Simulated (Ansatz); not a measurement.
**CuI: stiffness from a series of strains**

```xyz
4
Lattice="3.7332 -3.7111 0.0000 3.7332 3.7111 0.0000 0.0000 0.0000 4.3070" Properties=species:S:1:pos:R:3 pbc="T T T"
Cu    3.7332    0.5905    3.2302
Cu    3.7332   -0.5905    1.0767
I     3.7332   -2.0043    3.2302
I     3.7332    2.0043    1.0767
```

Atom numbers follow the list: Cu1, Cu2, I3, I4.

The conventional cell has a = 7.466 Å, b = 7.422 Å, c = 4.307 Å, α = 90.00°, β = 90.00°, γ = 90.00°. Cu (atom 1) has 2 Cu at 2.46 Å and 3 I at 2.58 to 2.59 Å as nearest neighbours. I (atom 3) has 3 Cu at 2.58 to 2.59 Å as nearest neighbours.

The cell is the one relaxed in the Materials Project (mp-1007922), not relaxed further here; entries there can be hypothetical.

No spin–orbit coupling, which matters for the heavy atoms here.

Level of theory: Ansatz 0.2.0, DFT, LDA, all-electron LAPW, scalar-relativistic.

Settings: a Γ-centred 5×5×6 k mesh, Fermi–Dirac smearing of 0.02 eV, basis error target 0.5 meV/atom, no spin polarisation.

The strain is applied along the Cartesian axes of the cell as listed (the other components stay zero). Fractional coordinates are held (clamped ions).

σ is the change of stress from the unstrained cell, which is at -3.04 GPa; tension is positive, so slopes are stress–strain coefficients at that pressure.

Only quantities that a quadratic follows smoothly over the whole series are listed; rougher ones are left out.

```
εxx = εyy  σzz (GPa)  σxx (GPa)
  -0.0300      -1.68      -0.17
  -0.0100      -0.50      -0.04
   0.0000       0.00       0.00
   0.0100       0.45       0.03
   0.0200       0.86       0.05
   0.0300       1.23       0.06
```

Q: Fit the series and read off the stiffness at zero strain.

A: Least-squares fits y = p0 + p1 x + p2 x² to the rows give σzz (GPa): p1 = 48.3, p2 = -250; σxx (GPa): p1 = 3.79, p2 = -62. So C13 + C23 = 48 GPa and C11 + C12 = 4 GPa, for these axes.

Q: One run, at εxx = εyy = -0.0200, is withheld. Predict its row.

A: The fits give -1.07, -0.10; the run gave -1.06, -0.10.
